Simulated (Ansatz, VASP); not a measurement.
**SiO2: VASP beside Ansatz**

```
Si O
1.0
     4.71156    0.00000    0.00000
     0.00000    8.09260    0.00000
     0.00000    0.00000    8.53061
Si O
8 16
Direct
  0.14397 0.06296 0.15908
  0.14397 0.43704 0.65908
  0.64397 0.56296 0.84092
  0.35603 0.43704 0.15908
  0.85603 0.56296 0.34092
  0.85603 0.93704 0.84092
  0.64397 0.93704 0.34092
  0.35603 0.06296 0.65908
  0.58831 0.05424 0.79901
  0.58831 0.44576 0.29901
  0.41169 0.55424 0.70099
  0.25000 0.25000 0.63933
  0.08831 0.55424 0.20099
  0.41169 0.94576 0.20099
  0.91169 0.05424 0.29901
  0.00000 0.50000 0.50000
  0.75000 0.75000 0.36067
  0.75000 0.75000 0.86067
  0.91169 0.44576 0.79901
  0.50000 0.50000 0.00000
  0.25000 0.25000 0.13933
  0.08831 0.94576 0.70099
  0.00000 0.00000 0.00000
  0.50000 0.00000 0.50000
```

The cell comes from a database or a generator and needn't be the stable form of this composition.

Alike in both runs: task electric field gradients; functional PBE; k mesh 5 × 3 × 3; occupations fermi-dirac, width 0.02 eV; no spin polarisation.

|  | VASP | Ansatz |
| --- | --- | --- |
| version | VASP 6.6.1 | Ansatz 0.2.0 |
| potentials or method | VASP PAW PBE potentials, release 64 (Si, O) | plane-wave PAW, scalar-relativistic |
| plane-wave cutoff (eV) | 520 | 420 |
| valence electrons in the cell | 128 | 128 |

|  | VASP | Ansatz | Ansatz less VASP |
| --- | --- | --- | --- |
| gap on the k mesh at the Fermi level (eV) | 5.73 | 5.72 | -0.003 |
| pressure (GPa) | 5.2 | 5.0 | -0.12 |
| largest component of the traceless stress (GPa) | 0.16 | 0.20 | +0.039 |
| rms of the force components (eV/Å) | 0.123 | 0.124 | +0.0011 |
| Vzz of the field gradient on the site that differs most (V/Å²) | 97.5 | 102.7 | +5.23 |

Atom by atom the forces differ by 0.015 eV/Å (rms over components).

Caveats: an odd mesh through Γ misses points on the zone boundary, where band edges often lie.
